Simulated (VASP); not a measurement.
# Cs (Pm-3m) in VASP: further runs

Runs on Cs. Level: revPBE. Tasks: single point.

Program: VASP 6.6.1. These are calculated values, not measurements. Logs are shortened: lines on timing, memory, paths and dates and some standing lists are left out, and cuts for length are marked.

**1. The structure**

The structure is cubic, space group Pm-3m (No. 221). The conventional cell has a = 5.200 Å, b = 5.200 Å, c = 5.200 Å, α = 90.00°, β = 90.00°, γ = 90.00°.

This isn't the form of Cs at room conditions, which is bcc.

**2. Single point, revPBE**

File INCAR:

```
SYSTEM = Cs
  PREC = Accurate
  ENCUT = 520
  EDIFF = 1E-7
  ISMEAR = -1
  SIGMA = 0.1
  LREAL = .FALSE.
  LASPH = .TRUE.
  NELM = 80
  ALGO = Normal
  ISIF = 2
  LWAVE = .FALSE.
  LCHARG = .TRUE.
  GGA = RE
  LELF = .TRUE.
  LVHAR = .TRUE.
  NBANDS = 10
```

File KPOINTS:

```
Automatic mesh
0
G
  10 10 10
  0 0 0
```

File POSCAR:

```
Cs
1.0
    5.2001482015      0.0000000000      0.0000000000
    0.0000000000      5.2001482015      0.0000000000
    0.0000000000      0.0000000000      5.2001482015
Cs
1
Direct
    0.0000000000      0.0000000000      0.0000000000
```

Potentials or basis: VASP PAW PBE potentials, release 64 (Cs_sv).

Command:

```sh
> cat potpaw_PBE.64/Cs_sv/POTCAR > POTCAR
> mpirun -np 1 vasp_std > vasp.out
```

OUTCAR:

```text
SYSTEM = Cs
   PREC = Accurate
   ENCUT = 520
   EDIFF = 1E-7
   ISMEAR = -1
   LREAL = .FALSE.
   LASPH = .TRUE.
   NELM = 80
   ISIF = 2
   GGA = RE

 ion  position               nearest neighbor table
   1  0.000  0.000  0.000-

  LATTYP: Found a simple cubic cell.
 ALAT       =     5.2001482015

  Lattice vectors:

 A1 = (   5.2001482015,   0.0000000000,   0.0000000000)
 A2 = (   0.0000000000,   5.2001482015,   0.0000000000)
 A3 = (   0.0000000000,   0.0000000000,   5.2001482015)

Analysis of symmetry for initial positions (statically):
=====================================================================
 Subroutine PRICEL returns:
 Original cell was already a primitive cell.

 Routine SETGRP: Setting up the symmetry group for a
 simple cubic supercell.

 Subroutine GETGRP returns: Found 48 space group operations
 (whereof 48 operations were pure point group operations)
 out of a pool of 48 trial point group operations.

The static configuration has the point symmetry O_h .

Analysis of symmetry for dynamics (positions and initial velocities):
=====================================================================
 Subroutine PRICEL returns:
 Original cell was already a primitive cell.

 Routine SETGRP: Setting up the symmetry group for a
 simple cubic supercell.

 Subroutine GETGRP returns: Found 48 space group operations
 (whereof 48 operations were pure point group operations)
 out of a pool of 48 trial point group operations.

The dynamic configuration has the point symmetry O_h .

 Subroutine INISYM returns: Found 48 space group operations
 (whereof 48 operations are pure point group operations),
 and found     1 'primitive' translations

----------------------------------------------------------------------------------------

                                     Primitive cell

  volume of cell :     140.6200

  direct lattice vectors                    reciprocal lattice vectors
     5.200148202  0.000000000  0.000000000     0.192302212  0.000000000  0.000000000
     0.000000000  5.200148202  0.000000000     0.000000000  0.192302212  0.000000000
     0.000000000  0.000000000  5.200148202     0.000000000  0.000000000  0.192302212

  length of vectors
     5.200148202  5.200148202  5.200148202     0.192302212  0.192302212  0.192302212

  position of ions in fractional coordinates (direct lattice)
     0.000000000  0.000000000  0.000000000

  ion indices of the primitive-cell ions
   primitive index   ion index
                 1           1

----------------------------------------------------------------------------------------

 KPOINTS: Automatic mesh

Automatic generation of k-mesh.
 Grid dimensions read from file:
 generate k-points for:   10   10   10

 Generating k-lattice:

  Cartesian coordinates                     Fractional coordinates (reciprocal lattice)
     0.019230221  0.000000000  0.000000000     0.100000000  0.000000000  0.000000000
     0.000000000  0.019230221  0.000000000     0.000000000  0.100000000  0.000000000
     0.000000000  0.000000000  0.019230221     0.000000000  0.000000000  0.100000000

  Length of vectors
     0.019230221  0.019230221  0.019230221

  Shift w.r.t. Gamma in fractional coordinates (k-lattice)
     0.000000000  0.000000000  0.000000000

 Subroutine IBZKPT returns following result:
 ===========================================

 Found     56 irreducible k-points:

 Following reciprocal coordinates:
            Coordinates               Weight
  0.000000  0.000000  0.000000      1.000000
  0.100000  0.000000  0.000000      6.000000
  0.200000  0.000000  0.000000      6.000000
  0.300000  0.000000  0.000000      6.000000
  0.400000  0.000000  0.000000      6.000000
  0.500000  0.000000  0.000000      3.000000
[... 16 lines left out ...]
  0.200000  0.100000  0.100000     24.000000
  0.300000  0.100000  0.100000     24.000000
 [... further k-points ...]
   k-points           NKPTS =     56   k-points in BZ     NKDIM =     56   number of bands    NBANDS=     10
   number of dos      NEDOS =    301   number of ions     NIONS =      1
   total plane-waves  NPLWV =  64000
   dimension x,y,z NGX =    40 NGY =   40 NGZ =   40
   dimension x,y,z NGXF=    80 NGYF=   80 NGZF=   80
   ions per type =               1
   NGX,Y,Z   is equivalent  to a cutoff of  12.79, 12.79, 12.79 a.u.
   NGXF,Y,Z  is equivalent  to a cutoff of  25.58, 25.58, 25.58 a.u.
 SYSTEM =  Cs
   PREC   = accura    normal or accurate (medium, high low for compatibility)
   ISTART =      0    job   : 0-new  1-cont  2-samecut
   ICHARG =      2    charge: 1-file 2-atom 10-const
   ISPIN  =      1    spin polarized calculation?
   LNONCOLLINEAR =      F non collinear calculations
   LSORBIT =      F    spin-orbit coupling
   LASPH  =      T    aspherical Exc in radial PAW
   ENCUT  =  520.0 eV  38.22 Ry    6.18 a.u.   9.67  9.67  9.67*2*pi/ulx,y,z
   NELM   =     80;   NELMIN=  2; NELMDL= -5     # of ELM steps
   EDIFF  = 0.1E-06   stopping-criterion for ELM
   LREAL  =      F    real-space projection
   EDIFFG = 0.1E-05   stopping-criterion for IOM
   NSW    =      0    number of steps for IOM
   IBRION =     -1    ionic relax: 0-MD 1-quasi-New 2-CG
   NFREE  =      0    steps in history (QN), initial steepest desc. (CG)
   ISIF   =      2    stress and relaxation
   ISYM   =      2    0-nonsym 1-usesym 2-fastsym
   POTIM  = 0.5000    time-step for ionic-motion
   TEBEG  =    0.0;   TEEND  =   0.0 temperature during run
   PSTRESS=    0.0 pullay stress
   NELECT =       9.0000    total number of electrons
   NUPDOWN=      -1.0000    fix difference up-down
   EMIN   =  10.00;   EMAX   =-10.00  energy-range for DOS
   EFERMI =   0.00;   METHOD = LEGACY
   ISMEAR =    -1;   SIGMA  =   0.10  broadening in eV -4-tet -1-fermi 0-gaus
   EFERMI_NEDOS =   21; number of points for ismear=-14 and -15
   IALGO  =     38    algorithm
   IMIX   =      4    mixing-type and parameters
     AMIX     =   0.40;   BMIX     =  1.00
     AMIX_MAG =   1.60;   BMIX_MAG =  1.00
  volume/ion in A,a.u.               =     140.62       948.95
  Fermi-wavevector in a.u.,A,eV,Ry     =   0.654847  1.237482  5.834516  0.428825
  Thomas-Fermi vector in A             =   1.725535
   LORBIT       =      0    0 simple, 1 ext, 2 COOP (PROOUT), +10 PAW based schemes
   GGA     = RE    functional components
   LHFCALC =     F    Hartree Fock is set to
   AEXX    =    0.0000 exact exchange contribution
   IVDW    =     0    specifies the selected vdW correction
   LEPSILON=     F    determine dielectric tensor
   LRPA    =     F    only Hartree local field effects (RPA)
 non-spin polarized calculation
  energy-cutoff  :      520.00
  volume of cell :      140.62
 maximum number of plane-waves:      3840
 NGX is ok and might be reduce to    40
   NGX = 19   NGY = 19   NGZ = 19

 number of electron       8.9999999 magnetization

 Free energy of the ion-electron system (eV)
  ---------------------------------------------------
  ext. energy  EPLUGINS =         0.00000000
  ---------------------------------------------------
  free energy    TOTEN  =        -0.68344806 eV

  energy without entropy =       -0.64408554  energy(sigma->0) =       -0.66376680

 E-fermi :   0.1321     XC(G=0):  -4.8120

 val. band max:        0.0516642939   @ k =   0.3000   0.3000   0.2000
 cond. band min:       0.1340242127   @ k =   0.5000   0.1000   0.1000
 fundamental gap:      0.0823599188
 Fermi energy:         0.1320904045

 k-point     1 :       0.0000    0.0000    0.0000
  band No.  band energies     occupation
      1     -24.0321      2.00000
      2     -10.7916      2.00000
      3     -10.7916      2.00000
      4     -10.7916      2.00000
      5      -1.3432      2.00000
      6       1.5356      0.00000
      7       1.5356      0.00000
      8       4.1241      0.00000
      9       4.1241      0.00000
     10       4.1241      0.00000

 k-point     2 :       0.1000    0.0000    0.0000
  band No.  band energies     occupation
      1     -24.0317      2.00000
      2     -10.8022      2.00000
      3     -10.7907      2.00000
      4     -10.7907      2.00000
      5      -1.2711      2.00000
      6       1.5433      0.00000
      7       1.5662      0.00000
      8       3.8478      0.00000
      9       3.8478      0.00000
     10       4.1364      0.00000

 k-point     3 :       0.2000    0.0000    0.0000
  band No.  band energies     occupation
      1     -24.0307      2.00000
      2     -10.8299      2.00000
      3     -10.7884      2.00000
      4     -10.7884      2.00000
      5      -1.0628      1.99999
      6       1.4909      0.00000
      7       1.6514      0.00000
      8       3.4612      0.00000
      9       3.4612      0.00000
     10       3.9339      0.00000

 k-point     4 :       0.3000    0.0000    0.0000
  band No.  band energies     occupation
      1     -24.0296      2.00000
      2     -10.8636      2.00000
      3     -10.7855      2.00000
      4     -10.7855      2.00000
      5      -0.7394      1.99967
      6       1.2308      0.00003
      7       1.7697      0.00000
      8       3.1512      0.00000
      9       3.1512      0.00000
     10       3.9459      0.00000

 k-point     5 :       0.4000    0.0000    0.0000
  band No.  band energies     occupation
      1     -24.0286      2.00000
      2     -10.8904      2.00000
      3     -10.7832      2.00000
      4     -10.7832      2.00000
      5      -0.3381      1.98200
      6       0.7949      0.00264
      7       1.8794      0.00000
      8       2.9552      0.00000
      9       2.9552      0.00000
     10       4.2495      0.00000

 k-point     6 :       0.5000    0.0000    0.0000
  band No.  band energies     occupation
      1     -24.0282      2.00000
      2     -10.9006      2.00000
      3     -10.7823      2.00000
      4     -10.7823      2.00000
      5      -0.0350      1.68327
      6       0.4661      0.06844
      7       1.9257      0.00000
      8       2.8884      0.00000
      9       2.8884      0.00000
     10       4.2598      0.00000
[... 183 lines left out ...]
 k-point    21 :       0.5000    0.5000    0.0000
  band No.  band energies     occupation
      1     -24.0244      2.00000
      2     -10.8873      2.00000
      3     -10.8873      2.00000
      4     -10.7733      2.00000
      5       0.5655      0.02589
      6       1.2723      0.00002
      7       1.9120      0.00000
      8       1.9120      0.00000
      9       3.2039      0.00000
     10       3.2039      0.00000

 k-point    22 :       0.1000    0.1000    0.1000
  band No.  band energies     occupation
      1     -24.0310      2.00000
      2     -10.8013      2.00000
      3     -10.8000      2.00000
      4     -10.8000      2.00000
      5      -1.1282      1.99999
      6       1.6016      0.00000
      7       1.6016      0.00000
      8       3.3344      0.00000
      9       3.7232      0.00000
     10       3.7232      0.00000

 k-point    23 :       0.2000    0.1000    0.1000
  band No.  band energies     occupation
      1     -24.0300      2.00000
      2     -10.8279      2.00000
      3     -10.7984      2.00000
      4     -10.7975      2.00000
      5      -0.9224      1.99995
      6       1.5730      0.00000
      7       1.6877      0.00000
      8       3.0182      0.00000
      9       3.3065      0.00000
     10       3.7567      0.00000

 k-point    24 :       0.3000    0.1000    0.1000
  band No.  band energies     occupation
      1     -24.0288      2.00000
      2     -10.8613      2.00000
      3     -10.7954      2.00000
      4     -10.7946      2.00000
      5      -0.6027      1.99871
      6       1.3077      0.00002
      7       1.8140      0.00000
      8       2.9272      0.00000
      9       2.9514      0.00000
     10       3.8237      0.00000

 [... further k-points ...]

------------------------ aborting loop because EDIFF is reached ----------------------------------------

  FORCE on cell =-STRESS in cart. coord.  units (eV):
  Direction    XX          YY          ZZ          XY          YZ          ZX
  --------------------------------------------------------------------------------------
  -------------------------------------------------------------------------------------
  Total       -0.0004428     -0.0004428     -0.0004428      0.0000000     -0.0000000      0.0000000
  in kB       -0.0050457     -0.0050457     -0.0050457      0.0000000     -0.0000000      0.0000000
  external PRESSURE =      -0.0050457 kB  Pullay stress =       0.0000000 kB

 VOLUME and BASIS-vectors are now :
 -----------------------------------------------------------------------------
  energy-cutoff  :      520.00
  volume of cell :      140.62
      direct lattice vectors                 reciprocal lattice vectors
     5.200148202  0.000000000  0.000000000     0.192302212  0.000000000  0.000000000
     0.000000000  5.200148202  0.000000000     0.000000000  0.192302212  0.000000000
     0.000000000  0.000000000  5.200148202     0.000000000  0.000000000  0.192302212

 POSITION                                       TOTAL-FORCE (eV/Angst)
 -----------------------------------------------------------------------------------
      0.00000      0.00000      0.00000         0.000000      0.000000      0.000000
 -----------------------------------------------------------------------------------
    total drift:                               -0.000000     -0.000000     -0.000000

  FREE ENERGIE OF THE ION-ELECTRON SYSTEM (eV)
  ---------------------------------------------------
  free  energy   TOTEN  =        -0.6834480624 eV

  energy  without entropy=       -0.6440855433  energy(sigma->0) =       -0.66376680
```

Wall time 2 min (1 thread of AMD EPYC 7R43 (Zen 3), shared host); peak memory 0.23 GiB.

What came out:

```yaml
Free_energy: -0.6834 eV
Pressure: 0.0 GPa
Band_gap_on_the_k_mesh: none (metal or under the smearing width)
```

Caveat: the PAW data sets were made with another functional, which shifts forces and pressure a little. Spin-orbit coupling is left out, which matters for the levels of Cs.

**3. Single point, revPBE**

This run uses another cell than the first one, of 135.00 Å³/atom, 0.960 times its volume.

File INCAR:

```
ALGO = Normal
EDIFF = 1E-6
ENCUT = 520
GGA = RE
ISIF = 2
ISMEAR = -1
LASPH = True
LCHARG = False
LREAL = False
LWAVE = False
NBANDS = 10
NELM = 80
PREC = Accurate
SIGMA = 0.1
```

File KPOINTS:

```
k-points
0
Gamma
  7 7 7
```

File POSCAR:

```
Cs
1.0
    5.1298673131      0.0000000000      0.0000000000
    0.0000000000      5.1298673131      0.0000000000
    0.0000000000      0.0000000000      5.1298673131
Cs
1
Direct
    0.0000000000      0.0000000000      0.0000000000
```

Potentials or basis: VASP PAW PBE potentials, release 64 (Cs_sv).

Command:

```sh
> cat potpaw_PBE.64/Cs_sv/POTCAR > POTCAR
> mpirun -np 1 vasp_std > vasp.out
```

It took 44 s on 1 thread of AMD EPYC 7R43 (Zen 3), shared host; peak memory 0.19 GiB.

The run converged. Its results:

```yaml
Free_energy: -0.6820 eV
Pressure: 0.1 GPa
Band_gap_on_the_k_mesh: none (metal or under the smearing width)
```

Levels at points of the mesh, in eV from the Fermi level:
```tsv
k point	band 3	band 4	band 5	band 6	band 7	band 8
(0.00, 0.00, 0.00)	-10.90	-10.90	-1.51	1.40	1.40	4.08
```

Caveat: the PAW data sets were made with another functional, which shifts forces and pressure a little.
